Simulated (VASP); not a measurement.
The system is MgSe.

```
Mg Se
1.0
     0.00000    2.79632    2.79632
     2.79632    0.00000    2.79632
     2.79632    2.79632    0.00000
Mg Se
1 1
Direct
  0.00000 0.00000 0.00000
  0.50000 0.50000 0.50000
```

The cell isn't the ideal one: cell and atoms relaxed from 1.08 times the given volume.

* Program: VASP 6.6.1
* Task: relaxation of cell and atoms
* Functional: PBEsol
* Potentials or basis: VASP PAW PBE potentials, release 64 (Mg, Se)
* Cutoff: 600 eV
* k mesh: 8 × 8 × 8
* Occupations: fermi-dirac, width 0.02 eV
* Spin: no spin polarisation

At the start: pressure -4.4 GPa; volume 21.87 Å³/atom.

**Question.** Where does the relaxation end?

**Answer.** Over 3 steps the energy falls by 24.1 meV/atom and the volume is 20.21 Å³/atom (-7.6 %); space group Fm-3m (No. 225, to 0.05 Å).

The path:
```tsv
step	energy change (eV)	largest force (eV/Å)	pressure (GPa)	volume (Å³)
1	0.0000	0.0000	-4.36	43.73
2	-0.0475	0.0000	0.59	40.07
3	-0.0481	0.0000	0.01	40.42
```

Final structure:
```
CELL_PARAMETERS angstrom
0.00000 2.72394 2.72394
2.72394 0.00000 2.72394
2.72394 2.72394 0.00000
ATOMIC_POSITIONS crystal
Mg 0.00000 0.00000 0.00000
Se 0.50000 0.50000 0.50000
```

Caveat: the PAW data sets were made with another functional, which shifts forces and pressure a little.
